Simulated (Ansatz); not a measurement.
Consider the following.

```
ZnTe
1.0
    0.00000     3.08955     3.08955
    3.08955     0.00000     3.08955
    3.08955     3.08955     0.00000
Te Zn
1 1
Direct
  0.75000   0.75000   0.75000
  0.00000   0.00000   0.00000
```

A single point on ZnTe, its geometry relaxed with PBE.

Computed with Ansatz (a program for electronic structure) PBE, with spin-orbit coupling. Γ-centred 9×9×9 mesh, Fermi–Dirac width 0.05 eV.

Question: What band gap does the calculation give?

Answer: 0.80 eV.

Question: What is the computed electron mass?

Answer: 0.069 mₑ (at Γ).

Question: What is the computed pressure?

Answer: 0.07 GPa.

Question: What is the computed valence-band top at Γ (three highest Kramers pairs, from the VBM)?

Answer: 0.00, 0.00, -0.88 eV.

Single points use the geometry relaxed with PBE. Masses are band curvatures over ±0.01 Å⁻¹ around the edge. No phonon test of stability was made. The cell is ZnTe in the zinc blende structure (space group F-43m, No. 216).
